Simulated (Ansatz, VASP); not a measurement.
## Bi in VASP and in Ansatz

```xyz
2
Lattice="3.2503 0.0000 0.0000 -1.6251 2.8148 0.0000 0.0000 0.0000 5.1413" Properties=species:S:1:pos:R:3 pbc="T T T"
Bi    0.0000    1.8766    1.2853
Bi    1.6251    0.9383    3.8560
```

Change from the starting cell: volume scaled by 0.78, PAW files.

Alike in both runs: task single point; functional PBEsol; k mesh 12 × 12 × 7; occupations fermi-dirac, width 0.1 eV; no spin polarisation.

|  | VASP | Ansatz |
| --- | --- | --- |
| version | VASP 6.6.1 | Ansatz 0.2.0 |
| potentials or method | VASP PAW PBE potentials, release 64 (Bi_d) | PAW with Ansatz's default frozen-core files, scalar-relativistic |
| plane-wave cutoff (eV) | 520 | 420 |
| valence electrons in the cell | 30 | 30 |

```tsv
	VASP	Ansatz	Ansatz less VASP
pressure (GPa)	26.0	26.0	+0.06
```

With one functional, cell and mesh, what is left measures potentials, basis and numerics.

Caveats: so large a pressure means that the cell lies far from this level's equilibrium, or that cutoff or potentials fall short (VASP); the potentials were made for another functional, which shifts forces and pressure (VASP).
